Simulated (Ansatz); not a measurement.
## MnSi: elastic constants from stress and strain

```
CELL_PARAMETERS angstrom
0.00000 2.42250 2.42250
2.42250 0.00000 2.42250
2.42250 2.42250 0.00000
ATOMIC_POSITIONS crystal
Mn 0.00000 0.00000 0.00000
Si 0.50000 0.50000 0.50000
```

Atoms are numbered in the order listed.

The cell was built from the rocksalt type and relaxed in the same program, and has space group Fm-3m; it needn't be a known or the stable phase.

The magnetic state is the one reached from the start moments; no search over orders was made, so it needn't be the ground state.

Method: DFT, PBE, all-electron LAPW, scalar-relativistic (Ansatz 0.2.0).

The runs use a Γ-centred 15×15×15 k mesh, Fermi–Dirac smearing of 0.05 eV, basis error target 1 meV/atom, spin-polarised from start moments Mn1 4 μB.

The unstrained cell is at 0.05 GPa. Large strains and very small stresses are left out. Each strain is applied once, with fractional coordinates held (clamped ions), and σ below is the change of stress, positive in tension. One finite strain gives stress–strain coefficients at this pressure with an error of the order of the strain times third-order constants, a few per cent for each per cent of strain. In a metal the k mesh adds noise of tens of per cent to soft shears.

Task: With z strained by -1 % at fixed volume, the run gives σzz − σxx = -2.63 GPa and εzz − εxx = -0.0150. Which stiffness follows?

Result: C11 − C12 = (σzz − σxx)/(εzz − εxx) = 175 GPa.

Task: Scaling the volume by 0.9800 and 1.0200 gives 2.18 GPa and -1.67 GPa. Combine this with the best C11 − C12 to estimate C11 and C12.

Result: B = −ΔP/Δln V = 96.3 GPa = (C11 + 2 C12)/3; with C11 − C12 = 175.0 GPa, C11 = B + (2/3)(C11 − C12) = 213 GPa and C12 = B − (C11 − C12)/3 = 38 GPa.
